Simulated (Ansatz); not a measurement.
## Sc$_{2}$Al: Seebeck coefficient and carrier response

Theory: DFT PBEsol, scalar-relativistic, plane waves, PAW (Ansatz 0.2.0). Settings: 420 eV plane-wave cutoff, Γ-centred 12×12×6 mesh, Fermi-Dirac smearing of 0.15 eV. No spin polarisation.

The cell, relaxed at this level:
```xyz
6
Lattice="4.8509 0.0000 0.0000 -2.4255 4.2010 0.0000 0.0000 0.0000 6.0957" Properties=species:S:1:pos:R:3 pbc="T T T"
Sc    0.0000    0.0000    0.0000
Sc    0.0000    0.0000    3.0478
Sc    0.0000    2.8007    4.5717
Sc    2.4255    1.4003    1.5239
Al    0.0000    2.8007    1.5239
Al    2.4255    1.4003    4.5717
```

In a metal these results depend on the k mesh and the smearing.

Constant relaxation time and rigid bands. The levels are interpolated over the whole zone and filled by a Fermi function at the stated temperature, with the chemical potential set by the electron count. Seebeck coefficients of a few μV/K are small differences and uncertain even in sign.

(1) Give the Drude plasma energies, the density of states at the chemical potential and σ/τ at 300 K.

(2) And the Seebeck coefficient (μV/K)?

Results:

(1)
```
Plasma energy xx, yy, zz                : 2.60, 2.60, 3.88 eV
Density of states (thermally broadened) : 8.11 states/eV/cell
Conductivity over τ, xx, yy, zz         : 1.4, 1.4, 3.1 ×10²⁰ (Ω·m·s)⁻¹
```

(2)
| T (K) | Sxx | Syy | Szz |
| --- | --- | --- | --- |
| 300 | 1.6 | 1.6 | -10.4 |
| 600 | 1.1 | 1.1 | -20.7 |
| 900 | -2.0 | -2.0 | -29.1 |

Whether Sc2Al exists in this form wasn't checked.

Cost: 1 run of about 19 core-minutes, on Arm Neoverse V2 (shared hosts).